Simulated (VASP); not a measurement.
# CaF2 (Fm-3m) in VASP: a series of runs

One crystal, CaF2, is run at these levels: LDA; tasks: relaxation of cell and atoms, electrostatic potential.

Program: VASP 6.6.1. These are calculated values, not measurements. Logs are shortened: lines on timing, memory, paths and dates and some standing lists are left out, and cuts for length are marked.

### 1 The crystal as given

Symmetry: Fm-3m, No. 225, cubic system. Conventional cell: a = 5.420 Å, b = 5.420 Å, c = 5.420 Å, α = 90.00°, β = 90.00°, γ = 90.00°. Ca (site symmetry m-3m) has 8 F at 2.35 Å as nearest neighbours. F (site symmetry -43m) is surrounded by 4 Ca at 2.35 Å.

The cell was built by a generator and needn't be a form met in nature.

### 2 Relaxation of cell and atoms, LDA

INCAR reads:

```
SYSTEM = CaF2
PREC     = Accurate       ! precision mode
ENCUT    = 600            ! plane-wave cutoff, eV
EDIFF    = 1E-6           ! SCF threshold, eV
ISMEAR   = 0              ! smearing method
SIGMA    = 0.02           ! smearing width, eV
LREAL    = .FALSE.        ! projectors in reciprocal space
LASPH    = .TRUE.         ! aspherical terms in the spheres
NELM     = 120            ! most SCF steps
ALGO     = Normal         ! electronic algorithm
ISIF     = 3              ! what is computed and relaxed
LWAVE    = .FALSE.        ! write WAVECAR
LCHARG   = .FALSE.        ! write CHGCAR
GGA      = CA             ! functional
IBRION   = 2              ! ionic algorithm
NSW      = 40             ! ionic steps
EDIFFG   = -0.005         ! ionic threshold
```

KPOINTS reads:

```
Automatic mesh
0
G
  10 10 10
  0 0 0
```

POSCAR reads:

```
CaF2
1.0
    0.0000000000      2.7100000000      2.7100000000
    2.7100000000      0.0000000000      2.7100000000
    2.7100000000      2.7100000000      0.0000000000
Ca F
1 2
Direct
    0.0000000000      0.0000000000      0.0000000000
    0.2500000000      0.2500000000      0.2500000000
    0.7500000000      0.7500000000      0.7500000000
```

Potentials or basis: VASP PAW LDA potentials, release 64 (Ca_sv, F).

Run with:

```
cat potpaw_LDA.64/Ca_sv/POTCAR potpaw_LDA.64/F/POTCAR > POTCAR
mpirun -np 1 vasp_std > vasp.out
```

OUTCAR:

```text
SYSTEM = CaF2
   PREC = Accurate
   ENCUT = 600
   EDIFF = 1E-6
   ISMEAR = 0
   LREAL = .FALSE.
   LASPH = .TRUE.
   NELM = 120
   ISIF = 3
   GGA = CA
   IBRION = 2
   NSW = 40
   EDIFFG = -0.005

 ion  position               nearest neighbor table
   1  0.000  0.000  0.000-   3 2.35   3 2.35   3 2.35   2 2.35   3 2.35   2 2.35   2 2.35   2 2.35

   2  0.250  0.250  0.250-   1 2.35   1 2.35   1 2.35   1 2.35
   3  0.750  0.750  0.750-   1 2.35   1 2.35   1 2.35   1 2.35

  LATTYP: Found a face centered cubic cell.
 ALAT       =     5.4200000000

  Lattice vectors:

 A1 = (   0.0000000000,   2.7100000000,   2.7100000000)
 A2 = (   2.7100000000,   0.0000000000,   2.7100000000)
 A3 = (   2.7100000000,   2.7100000000,   0.0000000000)

Analysis of symmetry for initial positions (statically):
=====================================================================
 Subroutine PRICEL returns:
 Original cell was already a primitive cell.

 Routine SETGRP: Setting up the symmetry group for a
 face centered cubic supercell.

 Subroutine GETGRP returns: Found 48 space group operations
 (whereof 48 operations were pure point group operations)
 out of a pool of 48 trial point group operations.

The static configuration has the point symmetry O_h .

Analysis of symmetry for dynamics (positions and initial velocities):
=====================================================================
 Subroutine PRICEL returns:
 Original cell was already a primitive cell.

 Routine SETGRP: Setting up the symmetry group for a
 face centered cubic supercell.

 Subroutine GETGRP returns: Found 48 space group operations
 (whereof 48 operations were pure point group operations)
 out of a pool of 48 trial point group operations.

The dynamic configuration has the point symmetry O_h .

 Subroutine INISYM returns: Found 48 space group operations
 (whereof 48 operations are pure point group operations),
 and found     1 'primitive' translations

----------------------------------------------------------------------------------------

                                     Primitive cell

  volume of cell :      39.8050

  direct lattice vectors                    reciprocal lattice vectors
     0.000000000  2.710000000  2.710000000    -0.184501845  0.184501845  0.184501845
     2.710000000  0.000000000  2.710000000     0.184501845 -0.184501845  0.184501845
     2.710000000  2.710000000  0.000000000     0.184501845  0.184501845 -0.184501845

  length of vectors
     3.832518754  3.832518754  3.832518754     0.319566570  0.319566570  0.319566570

  position of ions in fractional coordinates (direct lattice)
     0.000000000  0.000000000  0.000000000
     0.250000000  0.250000000  0.250000000
     0.750000000  0.750000000  0.750000000

  ion indices of the primitive-cell ions
   primitive index   ion index
                 1           1
                 2           2
                 3           3

----------------------------------------------------------------------------------------

 KPOINTS: Automatic mesh

Automatic generation of k-mesh.
 Grid dimensions read from file:
 generate k-points for:   10   10   10

 Generating k-lattice:

  Cartesian coordinates                     Fractional coordinates (reciprocal lattice)
    -0.018450185  0.018450185  0.018450185     0.100000000  0.000000000  0.000000000
     0.018450185 -0.018450185  0.018450185     0.000000000  0.100000000  0.000000000
     0.018450185  0.018450185 -0.018450185     0.000000000  0.000000000  0.100000000

  Length of vectors
     0.031956657  0.031956657  0.031956657

  Shift w.r.t. Gamma in fractional coordinates (k-lattice)
     0.000000000  0.000000000  0.000000000

 Subroutine IBZKPT returns following result:
 ===========================================

 Found     47 irreducible k-points:

 Following reciprocal coordinates:
            Coordinates               Weight
  0.000000  0.000000  0.000000      1.000000
  0.100000  0.000000  0.000000      8.000000
  0.200000  0.000000  0.000000      8.000000
  0.300000  0.000000  0.000000      8.000000
  0.400000  0.000000  0.000000      8.000000
  0.500000  0.000000  0.000000      4.000000
[... 16 lines left out ...]
  0.300000  0.300000  0.000000      6.000000
  0.400000  0.300000  0.000000     24.000000
 [... further k-points ...]
   k-points           NKPTS =     47   k-points in BZ     NKDIM =     47   number of bands    NBANDS=     16
   number of dos      NEDOS =    301   number of ions     NIONS =      3
   total plane-waves  NPLWV =  32768
   dimension x,y,z NGX =    32 NGY =   32 NGZ =   32
   dimension x,y,z NGXF=    64 NGYF=   64 NGZF=   64
   ions per type =               1   2
   NGX,Y,Z   is equivalent  to a cutoff of  13.88, 13.88, 13.88 a.u.
   NGXF,Y,Z  is equivalent  to a cutoff of  27.76, 27.76, 27.76 a.u.
 SYSTEM =  CaF2
   PREC   = accura    normal or accurate (medium, high low for compatibility)
   ISTART =      0    job   : 0-new  1-cont  2-samecut
   ICHARG =      2    charge: 1-file 2-atom 10-const
   ISPIN  =      1    spin polarized calculation?
   LNONCOLLINEAR =      F non collinear calculations
   LSORBIT =      F    spin-orbit coupling
   LASPH  =      T    aspherical Exc in radial PAW
   ENCUT  =  600.0 eV  44.10 Ry    6.64 a.u.   7.65  7.65  7.65*2*pi/ulx,y,z
   NELM   =    120;   NELMIN=  2; NELMDL= -5     # of ELM steps
   EDIFF  = 0.1E-05   stopping-criterion for ELM
   LREAL  =      F    real-space projection
   EDIFFG = -.5E-02   stopping-criterion for IOM
   NSW    =     40    number of steps for IOM
   IBRION =      2    ionic relax: 0-MD 1-quasi-New 2-CG
   NFREE  =      1    steps in history (QN), initial steepest desc. (CG)
   ISIF   =      3    stress and relaxation
   ISYM   =      2    0-nonsym 1-usesym 2-fastsym
   POTIM  = 0.5000    time-step for ionic-motion
   TEBEG  =    0.0;   TEEND  =   0.0 temperature during run
   PSTRESS=    0.0 pullay stress
   NELECT =      24.0000    total number of electrons
   NUPDOWN=      -1.0000    fix difference up-down
   EMIN   =  10.00;   EMAX   =-10.00  energy-range for DOS
   EFERMI =   0.00;   METHOD = LEGACY
   ISMEAR =     0;   SIGMA  =   0.02  broadening in eV -4-tet -1-fermi 0-gaus
   EFERMI_NEDOS =   21; number of points for ismear=-14 and -15
   IALGO  =     38    algorithm
   IMIX   =      4    mixing-type and parameters
     AMIX     =   0.40;   BMIX     =  1.00
     AMIX_MAG =   1.60;   BMIX_MAG =  1.00
  volume/ion in A,a.u.               =      13.27        89.54
  Fermi-wavevector in a.u.,A,eV,Ry     =   1.383033  2.613554 26.024965  1.912781
  Thomas-Fermi vector in A             =   2.507669
   LORBIT       =      0    0 simple, 1 ext, 2 COOP (PROOUT), +10 PAW based schemes
   GGA     = CA    functional components
   LHFCALC =     F    Hartree Fock is set to
   AEXX    =    0.0000 exact exchange contribution
   IVDW    =     0    specifies the selected vdW correction
   LEPSILON=     F    determine dielectric tensor
   LRPA    =     F    only Hartree local field effects (RPA)
 conjugate gradient relaxation of ions
 non-spin polarized calculation
 Gauss-broadening in eV      SIGMA  =   0.02
  energy-cutoff  :      600.00
  volume of cell :       39.81
 maximum number of plane-waves:      1363
   NGX = 15   NGY = 15   NGZ = 15

--------------------------------------- Ionic step        1  -------------------------------------------

 number of electron      23.9999987 magnetization

 Free energy of the ion-electron system (eV)
  ---------------------------------------------------
  ext. energy  EPLUGINS =         0.00000000
  ---------------------------------------------------
  free energy    TOTEN  =       -18.99043515 eV

  energy without entropy =      -18.99043515  energy(sigma->0) =      -18.99043515

------------------------ aborting loop because EDIFF is reached ----------------------------------------

  FORCE on cell =-STRESS in cart. coord.  units (eV):
  Direction    XX          YY          ZZ          XY          YZ          ZX
  --------------------------------------------------------------------------------------
  -------------------------------------------------------------------------------------
  Total       -1.1022590     -1.1022590     -1.1022590     -0.0000000     -0.0000000      0.0000000
  in kB      -44.3666226    -44.3666226    -44.3666226     -0.0000000     -0.0000000      0.0000000
  external PRESSURE =     -44.3666226 kB  Pullay stress =       0.0000000 kB
[... 59 lines left out ...]
  energy  without entropy=      -19.0172546507  energy(sigma->0) =      -19.01725465

--------------------------------------- Ionic step        3  -------------------------------------------

 number of electron      23.9999999 magnetization

 Free energy of the ion-electron system (eV)
  ---------------------------------------------------
  ext. energy  EPLUGINS =         0.00000000
  ---------------------------------------------------
  free energy    TOTEN  =       -19.01757458 eV

  energy without entropy =      -19.01757458  energy(sigma->0) =      -19.01757458

 E-fermi :  -0.7445     XC(G=0): -10.7348

 val. band max:       -0.9564035864   @ k =   0.5000   0.5000   0.0000
 cond. band min:       6.3766111297   @ k =   0.0000   0.0000   0.0000
 fundamental gap:      7.3330147161
 Fermi energy:        -0.7445081455

 k-point     1 :       0.0000    0.0000    0.0000
  band No.  band energies     occupation
      1     -36.0631      2.00000
      2     -20.6693      2.00000
      3     -19.7331      2.00000
      4     -17.3014      2.00000
      5     -17.3014      2.00000
      6     -17.3014      2.00000
[... 8 lines left out ...]
     15       8.3375      0.00000
     16      10.8122      0.00000
[... 420 lines left out ...]
  band No.  band energies     occupation
      1     -36.0040      2.00000
      2     -21.0067      2.00000
      3     -20.1002      2.00000
      4     -17.4216      2.00000
      5     -17.3744      2.00000
      6     -16.6403      2.00000
[... 8 lines left out ...]
     15       9.3973      0.00000
     16       9.9259      0.00000

 [... further k-points ...]
[... 5 lines left out ...]
  --------------------------------------------------------------------------------------
  -------------------------------------------------------------------------------------
  Total       -0.0019358     -0.0019358     -0.0019358      0.0000000      0.0000000     -0.0000000
  in kB       -0.0817850     -0.0817850     -0.0817850      0.0000000      0.0000000     -0.0000000
  external PRESSURE =      -0.0817850 kB  Pullay stress =       0.0000000 kB
[... 18 lines left out ...]
  FREE ENERGIE OF THE ION-ELECTRON SYSTEM (eV)
  ---------------------------------------------------
  free  energy   TOTEN  =       -19.0175745810 eV

  energy  without entropy=      -19.0175745810  energy(sigma->0) =      -19.01757458

 reached required accuracy - stopping structural energy minimisation
```

Wall time 26 s (1 thread of Intel Xeon 6975P-C (Granite Rapids), shared host); peak memory 0.18 GiB.

What came out:

```yaml
Free_energy: -19.0176 eV
Relaxed_volume: 12.64 Å³/atom
Relaxed_cell: a = 3.771 Å, b = 3.771 Å, c = 3.771 Å, α = 60.00°, β = 60.00°, γ = 60.00°
Space_group_after_relaxing_to_0.05_Å: Fm-3m (No. 225)
Energy_gained_by_relaxing: 9.0 meV/atom
Ionic_steps: 3
Pressure_after_relaxing: 0.0 GPa
Band_gap_on_the_k_mesh: 7.33 eV, indirect (least direct gap 7.61 eV)
```

Step by step:
| step | energy change (eV) | largest force (eV/Å) | pressure (GPa) | volume (Å³) |
| --- | --- | --- | --- | --- |
| 1 | 0.0000 | 0.0000 | -4.44 | 39.81 |
| 2 | -0.0268 | 0.0000 | 0.54 | 37.73 |
| 3 | -0.0271 | 0.0000 | -0.01 | 37.92 |

Final structure:
```
Ca F
1.0
     0.00000    2.66660    2.66660
     2.66660    0.00000    2.66660
     2.66660    2.66660    0.00000
Ca F
1 2
Direct
  0.00000 0.00000 0.00000
  0.25000 0.25000 0.25000
  0.75000 0.75000 0.75000
```

### 3 Electrostatic potential, LDA

This run uses another cell than the first one, of 12.64 Å³/atom, 0.953 times its volume.

INCAR reads:

```
SYSTEM = CaF2
  PREC = Accurate
  ENCUT = 520
  EDIFF = 1E-6
  ISMEAR = 0
  SIGMA = 0.02
  LREAL = .FALSE.
  LASPH = .TRUE.
  NELM = 80
  ALGO = Normal
  ISIF = 2
  LWAVE = .FALSE.
  LCHARG = .TRUE.
  GGA = CA
  LVHAR = .TRUE.
```

KPOINTS is that of step 2.

POSCAR reads:

```
CaF2                                    
1.0
   -0.0000000000      2.6665981209      2.6665981209
    2.6665981209      0.0000000000      2.6665981209
    2.6665981209      2.6665981209      0.0000000000
  Ca              F             
     1     2
Direct
     0.0000000000000000    0.0000000000000000    0.0000000000000000
     0.2500000000000000    0.2500000000000000    0.2500000000000000
     0.7500000000000000    0.7500000000000000    0.7500000000000000
```

Potentials or basis: VASP PAW LDA potentials, release 64 (Ca_sv, F).

Run with:

```
cat potpaw_LDA.64/Ca_sv/POTCAR potpaw_LDA.64/F/POTCAR > POTCAR
mpirun -np 1 vasp_std > vasp.out
```

Wall time 10 s (1 thread of Intel Xeon 6975P-C (Granite Rapids), shared host); peak memory 0.15 GiB.

It converged, with:

| Item | Value |
| --- | --- |
| Free energy | -19.0070 eV |
| Pressure | 0.2 GPa |
| Band gap on the k mesh | 7.33 eV, indirect (least direct gap 7.60 eV) |

Levels at points of the mesh, in eV from the valence-band top:
```csv
k point,band 9,band 10,band 11,band 12,band 13,band 14,band 15,band 16
"(0.00, 0.00, 0.00)",-2.41,-0.27,-0.27,-0.27,7.33,9.29,9.29,11.77
"(0.50, 0.00, 0.00)",-1.42,-1.36,-0.90,-0.90,9.56,9.56,10.12,10.65
"(0.50, 0.50, 0.00)",-1.78,-0.42,-0.42,0.00,8.05,9.84,10.39,11.31
```

A k mesh can miss the band edges. A hybrid or GW would open this gap; LDA tends to underestimate it.
